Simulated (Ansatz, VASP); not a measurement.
**Nb in VASP and in Ansatz**

```
Nb
1.0
    -1.66395    1.66395    1.66395
     1.66395   -1.66395    1.66395
     1.66395    1.66395   -1.66395
Nb
1
Cartesian
  0.0000 0.0000 0.0000
```

Alike in both runs: task relaxation of cell and atoms; functional PBEsol; k mesh 8 × 8 × 8; occupations gaussian, width 0.1 eV; no spin polarisation.

|  | VASP | Ansatz |
| --- | --- | --- |
| version | VASP 6.6.1 | Ansatz 0.2.0 |
| potentials or method | VASP PAW PBE potentials, release 64 (Nb_sv) | scalar-relativistic, plane waves, PAW |
| plane-wave cutoff (eV) | 600 | 420 |
| valence electrons in the cell | 13 | 13 |

```csv
,VASP,Ansatz,Ansatz less VASP
"gap on the k mesh at the Fermi level, each at its own relaxed structure (eV)",none,none,-
relaxed volume (Å³/atom),17.58,17.57,-0.010
relaxed cell length with the largest relative difference (Å),2.837,2.837,-0.0006
energy change over the relaxation (meV/atom),-24,-22,+1.5
```

A gap of «none» marks a metal or a gap that the smearing closes.

Caveats: the PAW data sets were made with another functional, which shifts forces and pressure a little (VASP).
